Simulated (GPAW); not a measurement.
The system is CsBr.

```xyz
2
Lattice="4.3256 0.0000 0.0000 0.0000 4.3256 0.0000 0.0000 0.0000 4.3256" Properties=species:S:1:pos:R:3 pbc="T T T"
Cs    0.0000    0.0000    0.0000
Br    2.1628    2.1628    2.1628
```

The cell comes from a database or a generator and needn't be the stable form of this composition.

Base run:

- Program: GPAW 26.7.0
- Functional: PBEsol
- Potentials or basis: PAW data sets generated in the run's folder for this functional
- Cutoff: 600 eV
- Basis: pw
- k mesh: 6 × 6 × 6
- Occupations: fermi-dirac, width 0.05 eV
- Spin: no spin polarisation

Its results: band gap on the k mesh 4.23 eV, indirect (least direct gap 4.24 eV); pressure -0.7 GPa.

**Question.** The run is repeated on the same cell with these changes: functional from PBEsol to LDA; potentials or basis from PAW data sets generated in the run's folder for this functional to the program's PAW data sets (release 1.2.1) made for this functional. What comes out?

**Answer.** Band gap on the k mesh 4.03 eV, indirect (least direct gap 4.04 eV); pressure -1.9 GPa.

Caveats: spin-orbit coupling is left out, which moves the levels of the heavy elements.
